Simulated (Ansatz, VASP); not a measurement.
**One calculation of Pb, two programs**

```
Pb
1.0
    -1.93925    1.93925    1.93925
     1.93925   -1.93925    1.93925
     1.93925    1.93925   -1.93925
Pb
1
Direct
  0.00000 0.00000 0.00000
```

Change from the starting cell: volume scaled by 0.94.

Alike in both runs: task single point; functional PBEsol; k mesh 9 × 9 × 9; occupations fermi-dirac, width 0.05 eV; no spin polarisation.

```csv
,VASP,Ansatz
version,VASP 6.6.1,Ansatz 0.2.0
potentials or method,"VASP PAW PBE potentials, release 64 (Pb_d)",Ansatz PAW
plane-wave cutoff (eV),520,420
valence electrons in the cell,14,14
```

Ansatz gave:

| Property | Result |
| --- | --- |
| gap on the k mesh at the Fermi level (eV) | none |
| pressure (GPa) | 0.8 |

Problem. Estimate VASP's values.

Solution. gap on the k mesh at the Fermi level (eV): none; pressure (GPa): 0.7.

A gap of «none» marks a metal or a gap that the smearing closes.

Caveats: the PAW data sets were made with another functional, which shifts forces and pressure a little (VASP); the PAW data sets come from PBE, with cores solved anew for the run's functional, which leaves a small shift of forces and pressure (Ansatz). Spin-orbit coupling is left out, which matters for the levels of Pb.
